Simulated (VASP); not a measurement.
# BaTiO3 (Pm-3m) in VASP: further runs, part 2 of 3

VASP 6.6.1. Earlier steps stand in the parts before.

### 4 Dielectric tensor, PBEsol

The input, INCAR:

```
PREC = Accurate
ENCUT = 340
EDIFF = 1E-8
ISMEAR = 0
SIGMA = 0.01
LREAL = False
LASPH = True
NELM = 100
ALGO = Normal
ISIF = 2
LWAVE = False
LCHARG = False
GGA = PS
LEPSILON = True
```

The input, KPOINTS:

```
Automatic mesh
0
Gamma
  5 5 5
```

The input, POSCAR:

```
BaTiO3
1.0
    4.0060000000      0.0000000000      0.0000000000
    0.0000000000      4.0060000000      0.0000000000
    0.0000000000      0.0000000000      4.0060000000
Ba Ti O
1 1 3
Direct
    0.5000000000      0.5000000000      0.5000000000
    0.0000000000      0.0000000000      0.0000000000
    0.0000000000      0.0000000000      0.5000000000
    0.0000000000      0.5000000000      0.0000000000
    0.5000000000      0.0000000000      0.0000000000
```

Potentials or basis: VASP PAW PBE potentials, release 64 (Ba_sv, Ti_sv, O).

On the command line:

```bash
$ cat potpaw_PBE.64/Ba_sv/POTCAR potpaw_PBE.64/Ti_sv/POTCAR potpaw_PBE.64/O/POTCAR > POTCAR
$ mpirun -np 1 vasp_std > vasp.out
```

OUTCAR:

```text
PREC = Accurate
   ENCUT = 340
   EDIFF = 1E-8
   ISMEAR = 0
   LREAL = False
   LASPH = True
   NELM = 100
   ISIF = 2
   GGA = PS
   LEPSILON = True

 Found     10 irreducible k-points:

 Following reciprocal coordinates:
            Coordinates               Weight
  0.000000  0.000000  0.000000      1.000000
  0.200000  0.000000  0.000000      6.000000
  0.400000  0.000000  0.000000      6.000000
  0.200000  0.200000  0.000000     12.000000
  0.400000  0.200000  0.000000     24.000000
  0.400000  0.400000  0.000000     12.000000
   k-points           NKPTS =     10   k-points in BZ     NKDIM =     10   number of bands    NBANDS=     24
   number of dos      NEDOS =    301   number of ions     NIONS =      5
   total plane-waves  NPLWV =  13824
[... 310 lines left out ...]
           0.000000     0.000000     6.977557
 ------------------------------------------------------

 PIEZOELECTRIC TENSOR (including local field effects)  for field in x, y, z        (e  Angst)
          XX          YY          ZZ          XY          YZ          ZX
  --------------------------------------------------------------------------------
  x     0.00000     0.00000     0.00000     0.00000     0.00000     0.00000
  y     0.00000     0.00000     0.00000     0.00000     0.00000     0.00000
  z     0.00000     0.00000     0.00000     0.00000     0.00000     0.00000

 PIEZOELECTRIC TENSOR (including local field effects)  for field in x, y, z        (C/m^2)
          XX          YY          ZZ          XY          YZ          ZX
  --------------------------------------------------------------------------------
  x     0.00000     0.00000     0.00000     0.00000     0.00000     0.00000
  y     0.00000     0.00000     0.00000     0.00000     0.00000     0.00000
  z     0.00000     0.00000     0.00000     0.00000     0.00000     0.00000

 BORN EFFECTIVE CHARGES (including local field effects) (in |e|, cummulative output)
 ---------------------------------------------------------------------------------
 ion    1
    1     2.73346    -0.00000     0.00000
    2     0.00000     2.73346    -0.00000
    3    -0.00000    -0.00000     2.73346
 ion    2
    1     7.56516    -0.00000    -0.00000
    2    -0.00000     7.56516    -0.00000
    3    -0.00000    -0.00000     7.56516
 ion    3
    1    -2.15384    -0.00000    -0.00000
    2    -0.00000    -2.15384    -0.00000
    3     0.00000     0.00000    -5.99093
 ion    4
    1    -2.15384    -0.00000    -0.00000
    2    -0.00000    -5.99093     0.00000
    3     0.00000    -0.00000    -2.15384
 ion    5
    1    -5.99093    -0.00000     0.00000
    2    -0.00000    -2.15384     0.00000
    3     0.00000     0.00000    -2.15384
```

Wall time 4.4 min (1 thread of Intel Xeon Platinum 8259CL at 2.50GHz (Skylake/Cascade Lake), shared host); peak memory 0.17 GiB.

The run converged, but a check on its numbers failed (symmetry, net force, bounds or a known fault of this set-up), so they aren't taken as properties of the crystal.

Caveat: the cutoff lies under the usual one of these potentials, so the numbers hold a large basis-set error; the PAW data sets were made with another functional, which shifts forces and pressure a little; spin-orbit coupling is left out, which moves the levels of the heavy elements; an odd mesh through Γ misses points on the zone boundary, where band edges often lie.

### 5 Dielectric tensor, PBEsol

INCAR: that of step 4 with these lines changed.

```diff
@@ -1,3 +1,3 @@
 PREC = Accurate
-ENCUT = 340
+ENCUT = 520
 EDIFF = 1E-8
```

KPOINTS is that of step 4.

POSCAR is that of step 4.

Potentials or basis: VASP PAW PBE potentials, release 64 (Ba_sv, Ti_sv, O).

On the command line:

```bash
$ cat potpaw_PBE.64/Ba_sv/POTCAR potpaw_PBE.64/Ti_sv/POTCAR potpaw_PBE.64/O/POTCAR > POTCAR
$ mpirun -np 1 vasp_std > vasp.out
```

OUTCAR:

```text
PREC = Accurate
   ENCUT = 520
   EDIFF = 1E-8
   ISMEAR = 0
   LREAL = False
   LASPH = True
   NELM = 100
   ISIF = 2
   GGA = PS
   LEPSILON = True

 Found     10 irreducible k-points:

 Following reciprocal coordinates:
            Coordinates               Weight
  0.000000  0.000000  0.000000      1.000000
  0.200000  0.000000  0.000000      6.000000
  0.400000  0.000000  0.000000      6.000000
  0.200000  0.200000  0.000000     12.000000
  0.400000  0.200000  0.000000     24.000000
  0.400000  0.400000  0.000000     12.000000
   k-points           NKPTS =     10   k-points in BZ     NKDIM =     10   number of bands    NBANDS=     24
   number of dos      NEDOS =    301   number of ions     NIONS =      5
   total plane-waves  NPLWV =  27000
   dimension x,y,z NGX =    30 NGY =   30 NGZ =   30
   dimension x,y,z NGXF=    60 NGYF=   60 NGZF=   60
   ions per type =               1   1   3
   NGX,Y,Z   is equivalent  to a cutoff of  12.45, 12.45, 12.45 a.u.
   NGXF,Y,Z  is equivalent  to a cutoff of  24.90, 24.90, 24.90 a.u.
 SYSTEM =  unknown system
   PREC   = accura    normal or accurate (medium, high low for compatibility)
   ISTART =      0    job   : 0-new  1-cont  2-samecut
   ICHARG =      2    charge: 1-file 2-atom 10-const
   ISPIN  =      1    spin polarized calculation?
   LNONCOLLINEAR =      F non collinear calculations
   LSORBIT =      F    spin-orbit coupling
   LASPH  =      T    aspherical Exc in radial PAW
   ENCUT  =  520.0 eV  38.22 Ry    6.18 a.u.   7.45  7.45  7.45*2*pi/ulx,y,z
   NELM   =    100;   NELMIN=  2; NELMDL= -5     # of ELM steps
   EDIFF  = 0.1E-07   stopping-criterion for ELM
   LREAL  =      F    real-space projection
   EDIFFG = 0.1E-06   stopping-criterion for IOM
   NSW    =      0    number of steps for IOM
   IBRION =     -1    ionic relax: 0-MD 1-quasi-New 2-CG
   NFREE  =      0    steps in history (QN), initial steepest desc. (CG)
   ISIF   =      2    stress and relaxation
   ISYM   =      2    0-nonsym 1-usesym 2-fastsym
   POTIM  = 0.5000    time-step for ionic-motion
   TEBEG  =    0.0;   TEEND  =   0.0 temperature during run
   PSTRESS=    0.0 pullay stress
   NELECT =      40.0000    total number of electrons
   NUPDOWN=      -1.0000    fix difference up-down
   EMIN   =  10.00;   EMAX   =-10.00  energy-range for DOS
   EFERMI =   0.00;   METHOD = LEGACY
   ISMEAR =     0;   SIGMA  =   0.01  broadening in eV -4-tet -1-fermi 0-gaus
   EFERMI_NEDOS =   21; number of points for ismear=-14 and -15
   IALGO  =     38    algorithm
   IMIX   =      4    mixing-type and parameters
     AMIX     =   0.40;   BMIX     =  1.00
     AMIX_MAG =   1.60;   BMIX_MAG =  1.00
  volume/ion in A,a.u.               =      12.86        86.77
  Fermi-wavevector in a.u.,A,eV,Ry     =   1.397603  2.641087 26.576187  1.953295
  Thomas-Fermi vector in A             =   2.520843
   LORBIT       =      0    0 simple, 1 ext, 2 COOP (PROOUT), +10 PAW based schemes
   GGA     = PS    functional components
   LHFCALC =     F    Hartree Fock is set to
   AEXX    =    0.0000 exact exchange contribution
   IVDW    =     0    specifies the selected vdW correction
   LEPSILON=     T    determine dielectric tensor
   LRPA    =     F    only Hartree local field effects (RPA)
 non-spin polarized calculation
 Gauss-broadening in eV      SIGMA  =   0.01
[... 186 lines left out ...]
  in kB      -28.0232162    -28.0232162    -28.0232162     -0.0000000     -0.0000000     -0.0000000
  external PRESSURE =     -28.0232162 kB  Pullay stress =       0.0000000 kB

 VOLUME and BASIS-vectors are now :
 -----------------------------------------------------------------------------
  energy-cutoff  :      520.00
  volume of cell :       64.29
      direct lattice vectors                 reciprocal lattice vectors
     4.006000000  0.000000000  0.000000000     0.249625562  0.000000000  0.000000000
     0.000000000  4.006000000  0.000000000     0.000000000  0.249625562  0.000000000
     0.000000000  0.000000000  4.006000000     0.000000000  0.000000000  0.249625562

 POSITION                                       TOTAL-FORCE (eV/Angst)
 -----------------------------------------------------------------------------------
      2.00300      2.00300      2.00300         0.000000      0.000000      0.000000
      0.00000      0.00000      0.00000         0.000000      0.000000      0.000000
      0.00000      0.00000      2.00300         0.000000      0.000000      0.000000
      0.00000      2.00300      0.00000         0.000000      0.000000      0.000000
      2.00300      0.00000      0.00000         0.000000      0.000000      0.000000
 -----------------------------------------------------------------------------------
    total drift:                                0.000000     -0.000000      0.000000

  FREE ENERGIE OF THE ION-ELECTRON SYSTEM (eV)
  ---------------------------------------------------
  free  energy   TOTEN  =       -41.9705868667 eV

  energy  without entropy=      -41.9705868667  energy(sigma->0) =      -41.97058687

 HEAD OF MICROSCOPIC STATIC DIELECTRIC TENSOR (INDEPENDENT PARTICLE, excluding Hartree and local field effects)
 ------------------------------------------------------
           7.230218     0.000000    -0.000000
           0.000000     7.230218     0.000000
          -0.000000     0.000000     7.230218
 ------------------------------------------------------

 Free energy of the ion-electron system (eV)
  ---------------------------------------------------
  ---------------------------------------------------
  free energy    TOTEN  =        -1.12646921 eV

  energy without entropy =       -1.12646921

------------------------ aborting loop because EDIFF is reached ----------------------------------------

--------------------------------------- Ionic step        2  -------------------------------------------

------------------------ aborting loop because EDIFF is reached ----------------------------------------

--------------------------------------- Ionic step        3  -------------------------------------------

 Free energy of the ion-electron system (eV)
  ---------------------------------------------------
  ---------------------------------------------------
  free energy    TOTEN  =        -1.12647547 eV

  energy without entropy =       -1.12647547

------------------------ aborting loop because EDIFF is reached ----------------------------------------

 PIEZOELECTRIC TENSOR FIELD DIRECTION 3  (e Angst)
 -----------------------------------------------------------------------------
     0.00856  0.00000 -0.00000           ( -0.00003  0.00000 -0.00000)
     0.00000  0.00856  0.00000           (  0.00000 -0.00003  0.00000)
     0.00000 -0.00000 -0.01528           ( -0.00000  0.00000  0.00033)

 PIEZOELECTRIC TENSOR FIELD DIRECTION 3  (C/m^2)
 -----------------------------------------------------------------------------
     0.00213  0.00000 -0.00000
     0.00000  0.00213  0.00000
     0.00000 -0.00000 -0.00381

 MACROSCOPIC STATIC DIELECTRIC TENSOR (including local field effects in DFT)
 ------------------------------------------------------
           7.039910     0.000000     0.000000
          -0.000000     7.039910    -0.000000
           0.000000     0.000000     7.039910
 ------------------------------------------------------

 PIEZOELECTRIC TENSOR (including local field effects)  for field in x, y, z        (e  Angst)
          XX          YY          ZZ          XY          YZ          ZX
  --------------------------------------------------------------------------------
  x     0.00000     0.00000     0.00000     0.00000     0.00000     0.00000
  y     0.00000     0.00000     0.00000     0.00000     0.00000     0.00000
  z     0.00000     0.00000     0.00000     0.00000     0.00000     0.00000

 PIEZOELECTRIC TENSOR (including local field effects)  for field in x, y, z        (C/m^2)
          XX          YY          ZZ          XY          YZ          ZX
  --------------------------------------------------------------------------------
  x     0.00000     0.00000     0.00000     0.00000     0.00000     0.00000
  y     0.00000     0.00000     0.00000     0.00000     0.00000     0.00000
  z     0.00000     0.00000     0.00000     0.00000     0.00000     0.00000

 BORN EFFECTIVE CHARGES (including local field effects) (in |e|, cummulative output)
 ---------------------------------------------------------------------------------
 ion    1
    1     2.75358     0.00000     0.00000
    2     0.00000     2.75358    -0.00000
    3     0.00000    -0.00000     2.75358
 ion    2
    1     7.59721     0.00000    -0.00000
    2    -0.00000     7.59721     0.00000
    3    -0.00000    -0.00000     7.59721
 ion    3
    1    -2.16797    -0.00000     0.00000
    2     0.00000    -2.16797     0.00000
    3     0.00000     0.00000    -6.01486
 ion    4
    1    -2.16797     0.00000    -0.00000
    2     0.00000    -6.01486     0.00000
    3     0.00000     0.00000    -2.16797
 ion    5
    1    -6.01486     0.00000    -0.00000
    2     0.00000    -2.16797     0.00000
    3    -0.00000    -0.00000    -2.16797
```

OSZICAR:

```text
[... 13 lines left out ...]
RMM:  23    -0.112647665705E+01   -0.87171E-05    0.53022E-06  1798   0.519E-04    0.117E-04
RMM:  24    -0.112647739268E+01   -0.73563E-06    0.46713E-06   904   0.244E-04    0.997E-05
RMM:  25    -0.112647231061E+01    0.50821E-05    0.30046E-06  1314   0.259E-04    0.717E-05
RMM:  26    -0.112647095517E+01    0.13554E-05    0.22392E-06   707   0.140E-04    0.117E-04
RMM:  27    -0.112647370641E+01   -0.27512E-05    0.13801E-06   828   0.128E-04    0.465E-05
RMM:  28    -0.112647445842E+01   -0.75201E-06    0.96588E-07   519   0.860E-05    0.308E-05
RMM:  29    -0.112647510917E+01   -0.65076E-06    0.68015E-07   677   0.823E-05    0.129E-05
RMM:  30    -0.112647489706E+01    0.21212E-06    0.43667E-07   284   0.513E-05    0.196E-05
RMM:  31    -0.112647546803E+01   -0.57097E-06    0.31352E-07   385   0.553E-05    0.755E-06
```

stdout:

```text
POSCAR found type information on POSCAR BaTiO
 POSCAR found :  3 types and       5 ions
 scaLAPACK will be used
 -----------------------------------------------------------------------------
|                                                                             |
[... 28 lines left out ...]
 dielectric tensor                  component  3 :    -0.485    -0.614     9.667
 Linear response to external field, progress :
  Direction:   1
 dielectric tensor                  component  1 :     7.040    -0.874    -0.631
 Linear response to external field, progress :
  Direction:   2
 dielectric tensor                  component  2 :    -0.873     7.040    -0.631
 Linear response to external field, progress :
  Direction:   3
 dielectric tensor                  component  3 :    -0.545    -0.959     7.040
 Born effective charges drift removed
```

It took 11 min on 1 thread of Intel Xeon Platinum 8259CL at 2.50GHz (Skylake/Cascade Lake), shared host; peak memory 0.24 GiB.

The run converged, but some of its settings lie outside the range that counts as converged, so its numbers aren't taken as properties of the crystal.

Results:

```yaml
Band_gap_on_the_k_mesh: 1.81 eV, indirect (least direct gap 1.84 eV)
Electronic_dielectric_tensor_diagonal: 7.04
Born_charges_mean_of_the_diagonal: Ba +2.75; Ti +7.60; O -3.45 e
```

Caveat: the PAW data sets were made with another functional, which shifts forces and pressure a little; spin-orbit coupling is left out, which moves the levels of the heavy elements; an odd mesh through Γ misses points on the zone boundary, where band edges often lie.

(Continued in part 3 of 3.)
